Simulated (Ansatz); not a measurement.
# WS2: the cost of one run

Method: reference: DFT, PBE, plane waves, PAW, in Ansatz 0.2.0.

**1. The system as given**

It takes space group R3m (No. 160, trigonal). The conventional cell has a = 3.172 Å, b = 3.172 Å, c = 18.712 Å, α = 90.00°, β = 90.00°, γ = 120.00°. W (site symmetry 3m) has 6 S at 2.41 Å in its first shell of neighbours. S (site symmetry 3m) has 3 W at 2.41 Å in its first shell of neighbours.

As a file:

```
CELL_PARAMETERS angstrom
1.58589 0.91561 6.23747
-1.58589 0.91561 6.23747
0.00000 -1.83122 6.23747
ATOMIC_POSITIONS crystal
W 0.99999 0.99999 0.99999
S 0.41680 0.41680 0.41680
S 0.24988 0.24988 0.24988
```

**2. The reference run**

input.yaml

```yaml
crystal:
  lattice:
    - [1.5858866948, 0.9156121101, 6.2374697496]
    - [-1.5858866948, 0.9156121101, 6.2374697496]
    - [0.0, -1.8312242203, 6.2374697496]
  atoms:
    - { symbol: W, position: [-1.15685e-05, -1.15685e-05, -1.15685e-05] }
    - { symbol: S, position: [0.4167981689, 0.4167981689, 0.4167981689] }
    - { symbol: S, position: [0.2498800663, 0.2498800663, 0.2498800663] }
kpoints:
  mp_grid: { grid: [6, 6, 6] }
hamiltonian:
  xc: pbe
scf:
  occupations: { method: fixed }
  n_extra_bands: 4
output:
  forces: true
  stress: true
  eigenvalues: true
  write_density: true
  write_potential: true
  elf: true
  volumetric_format: npy
```

Launch:

```bash
$ ansatz run input.yaml --threads 4 --pin off --max-ram 3686MiB --backend cpu --events-out ev --progress --plain --runs-dir out
```

Q: Estimate wall time and peak memory on 4 threads of Arm Neoverse N1, shared host.

About 2.2 s, with a peak of 0.35 GiB.
